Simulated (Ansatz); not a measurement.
**GaN (F-43m), comparing deformations**

The calculation used Ansatz 0.2.0, DFT PBE, scalar-relativistic, plane waves, PAW. Cutoff 420 eV, Γ-centred 10×10×10 k-points, Gaussian smearing of 0.05 eV. No spin polarisation. Energies are free energies at this smearing, counted from the undisturbed cell; pressure is positive in compression.

Reference structure (relaxed at this level; this zinc-blende form isn't the usual structure):

```yaml
crystal:
  lattice:
    - [0.00000, 2.27424, 2.27424]
    - [2.27424, 0.00000, 2.27424]
    - [2.27424, 2.27424, 0.00000]
  atoms:
    - { symbol: Ga, position: [0.00000, 0.00000, 0.00000] }
    - { symbol: N, position: [0.75000, 0.75000, 0.75000] }
```

The cell is strained by ε times a Voigt pattern (xx, yy, zz, yz, xz, xy; engineering shear) with fractional coordinates fixed. τ = (1/V0) dE/dε comes from the stress tensor. Of each scan, only the three points used here are listed.

| pattern | ε | τ (GPa) |
| --- | --- | --- |
| (0, 0, 0, 1, 0, 0) | -0.0150 | -2.64 |
| (0, 0, 0, 1, 0, 0) | 0.0000 | 0.00 |
| (0, 0, 0, 1, 0, 0) | 0.0075 | 1.32 |
| (0, 0, 1, 0, 0, 0) | -0.0150 | -3.86 |
| (0, 0, 1, 0, 0, 0) | 0.0000 | 0.00 |
| (0, 0, 1, 0, 0, 0) | 0.0150 | 3.75 |

Question: Which constants do the scans give, and which deformation costs least for the same size of strain tensor?

Answer: The slope dτ/dε at zero (parabola through three points) is pᵀCp: (0, 0, 0, 1, 0, 0) gives C44 = 176 GPa; (0, 0, 1, 0, 0, 0) gives C11 = 254 GPa. The size of the strain tensor, ε:ε, is ε² times 0.5, 1.0. Per unit of it the stiffnesses are 352, 254 GPa, so (0, 0, 1, 0, 0, 0) is the softest of these: at ε:ε = (1 %)² the quadratic term costs 0.93 meV/atom against 1.29 for the stiffest. These are clamped-ion values.

Forces appear on the atoms along this scan, and letting them relax would lower the energy and soften the response.

Cost: 18 runs of about 0.65 core-minutes in all, on Intel Xeon 6975P-C (Granite Rapids) (shared hosts).